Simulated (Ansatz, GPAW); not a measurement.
## SnSe: programs and potentials compared

```
Sn Se
1.0
     0.00000    3.01000    3.01000
     3.01000    0.00000    3.01000
     3.01000    3.01000    0.00000
Sn Se
1 1
Direct
  0.00000 0.00000 0.00000
  0.50000 0.50000 0.50000
```

Measurements of this composition are mostly on another form, of space group No. 62.

Alike in all runs: task band structure; functional BLYP; k mesh 8 × 8 × 8; occupations fermi-dirac, width 0.05 eV; no spin polarisation; no spin-orbit coupling. Pressure is positive in compression and, in plane waves, holds the error of the finite cutoff, which Ansatz's Pulay term estimates and takes out.

```tsv
program and potentials	plane-wave cutoff (eV)	notes	band gap (eV)	pressure (GPa)
Ansatz, Ansatz PAW	420	potentials made for PBE, which Ansatz adapts in part; 15 valence electrons an atom on average; Pulay term of +0.02 GPa included	0.38	4.82
Ansatz, all-electron LAPW, scalar-relativistic	-	-	0.38	4.83
GPAW, PAW data sets generated for this functional	600	10 valence electrons an atom on average	0.39	4.68
```

The band gap spans 0.38 (Ansatz, Ansatz PAW) to 0.39 eV (GPAW, PAW data sets generated for this functional), with all-electron results at 0.38. The pressure spans 4.68 (GPAW, PAW data sets generated for this functional) to 4.83 GPa (Ansatz, all-electron LAPW, scalar-relativistic), with all-electron results at 4.83. Some sets were made for another functional than the one run, which can shift their rows. Spin-orbit coupling, left out here, moves the band edges of heavy atoms.

Differences between rows come from potentials, basis sets and numerical settings, since the functional is the same but for its coding. Runs on potential files found faulty are left out.
